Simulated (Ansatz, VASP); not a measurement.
**Ru in VASP and in Ansatz**

```xyz
3
Lattice="4.0613 0.0000 0.0000 0.0000 4.0613 0.0000 0.0000 0.0000 4.0613" Properties=species:S:1:pos:R:3 pbc="T T T"
Ru    0.0000    2.0307    2.0307
Ru    2.0307    0.0000    2.0307
Ru    2.0307    2.0307    0.0000
```

This isn't the form of Ru at room conditions, which is hcp.

Alike in both runs: task single point; functional PBEsol; dispersion D3(BJ); k mesh 6 × 6 × 6; occupations fermi-dirac, width 0.05 eV; no spin polarisation.

```csv
,VASP,Ansatz
version,VASP 6.6.1,Ansatz 0.2.0
potentials or method,"VASP PAW PBE potentials, release 64 (Ru_pv)","plane waves, PAW"
plane-wave cutoff (eV),520,460
valence electrons in the cell,42,48
```

Ansatz gave:

| Quantity | Value |
| --- | --- |
| dispersion energy (meV/atom) | -359.1 |

Task: Estimate VASP's values.

Result: Dispersion energy (meV/atom): -359.0.

The two sets of potentials don't hold the same shells in valence. Ansatz warned: «dispersion_switch_in_reach».
